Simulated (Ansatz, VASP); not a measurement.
One calculation of H2, two programs

```
CELL_PARAMETERS angstrom
10.00000 0.00000 0.00000
0.00000 10.30000 0.00000
0.00000 0.00000 10.60000
ATOMIC_POSITIONS crystal
H 0.50000 0.48544 0.43631
H 0.50000 0.48544 0.50709
```

Alike in both runs: functional PBE; dispersion D3(BJ); k mesh 1 × 1 × 1; occupations gaussian, width 0.01 eV; no spin polarisation.

Ansatz relaxed the structure, and its values are those at the end. VASP's run is a single point on that final structure, the one shown.

|  | VASP | Ansatz |
| --- | --- | --- |
| version | VASP 6.6.1 | Ansatz 0.2.0 |
| potentials or method | VASP PAW PBE potentials, release 64 (H) | scalar-relativistic, plane waves, PAW |
| plane-wave cutoff (eV) | 520 | 420 |
| valence electrons in the cell | 2 | 2 |

VASP gave:

* gap on the k mesh at the Fermi level (eV): 10.15
* least direct gap on the mesh (eV): 10.15
* rms of the force components (eV/Å): 0.007
* dispersion energy (meV/atom): -1.3

Which values does Ansatz return?

gap on the k mesh at the Fermi level (eV): 10.15; least direct gap on the mesh (eV): 10.15; rms of the force components (eV/Å): 0.000; dispersion energy (meV/atom): -1.3.

Ansatz warned: «xc_potential_rough_in_thin_density».
